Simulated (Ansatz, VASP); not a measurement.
# ZnS in VASP and in Ansatz

INCAR

```
SYSTEM = ZnS
PREC = Accurate
ENCUT = 520
EDIFF = 1E-6
ISMEAR = 0
SIGMA = 0.02
LREAL = .FALSE.
LASPH = .TRUE.
NELM = 150
ALGO = Normal
ISIF = 2
LWAVE = .FALSE.
LCHARG = .FALSE.
MAGMOM = 0 0 0 0 0 0 0 0 0 0 0 0
LORBIT = 11
LSORBIT = .TRUE.
GGA_COMPAT = .FALSE.
LORBMOM = .TRUE.
GGA = PS
NBANDS = 50
```

File KPOINTS:

```
regular mesh
0
G
  9 9 6
  0 0 0
```

POSCAR

```
ZnS
1.0
    3.7586458367      0.0000000000      0.0000000000
   -1.8793229184      3.2550827784      0.0000000000
    0.0000000000      0.0000000000      6.1722417585
Zn S
2 2
Direct
    0.3333333333      0.6666666667      0.0015042121
    0.6666666667      0.3333333333      0.5015042121
    0.3333333333      0.6666666667      0.3754957879
    0.6666666667      0.3333333333      0.8754957879
```

Input for Ansatz:

```yaml
crystal:
  lattice:
    - [3.7586458367, 0.0, 0.0]
    - [-1.8793229184, 3.2550827784, 0.0]
    - [0.0, 0.0, 6.1722417585]
  atoms:
    - { symbol: Zn, position: [0.3333333333, 0.6666666667, 0.0015042121] }
    - { symbol: Zn, position: [0.6666666667, 0.3333333333, 0.5015042121] }
    - { symbol: S, position: [0.3333333333, 0.6666666667, 0.3754957879] }
    - { symbol: S, position: [0.6666666667, 0.3333333333, 0.8754957879] }
basis:
  ecutwfc: 420
kpoints:
  mp_grid: { grid: [9, 9, 6] }
  band_path:
    path:
      - [[0.0, 0.0, 0.0], [0.5, 0.0, 0.0], [0.33333333, 0.33333333, 0.0], [0.0, 0.0, 0.0], [0.0, 0.0, 0.5], [0.5, 0.0, 0.5], [0.33333333, 0.33333333, 0.5], [0.0, 0.0, 0.5]]
      - [[0.5, 0.0, 0.5], [0.5, 0.0, 0.0]]
      - [[0.33333333, 0.33333333, 0.5], [0.33333333, 0.33333333, 0.0]]
    npoints: 10
hamiltonian:
  xc: pbesol
  pseudopotentials: { kind: paw_fr, azcp: { folder: soft_1 } }
scf:
  occupations: { method: gaussian, width: 0.02 }
  n_extra_bands: 16
output:
  forces: true
  stress: true
  eigenvalues: true
magnetization:
  noncollinear: true
  spin_orbit: true
```

Alike in both runs: task single point; functional PBEsol; k mesh 9 × 9 × 6; occupations gaussian, width 0.02 eV; non-collinear spin, spin-orbit coupling.

|  | VASP | Ansatz |
| --- | --- | --- |
| version | VASP 6.6.1 | Ansatz 0.2.0 |
| potentials or method | VASP PAW PBE potentials, release 64 (Zn, S) | plane waves, PAW |
| plane-wave cutoff (eV) | 520 | 420 |
| valence electrons in the cell | 36 | 36 |

Ansatz gave:

- gap on the k mesh at the Fermi level (eV): 2.21
- least direct gap on the mesh (eV): 2.21
- pressure (GPa): 1.5
- net moment per atom (μB): 0.00

**Question.** Estimate VASP's values.

**Answer.** gap on the k mesh at the Fermi level (eV): 2.22; least direct gap on the mesh (eV): 2.22; pressure (GPa): 1.7; net moment per atom (μB): 0.00.

Ansatz warned: «pseudo_functional_mismatch».

Caveats: the PAW data sets were made with another functional, which shifts forces and pressure a little (VASP).
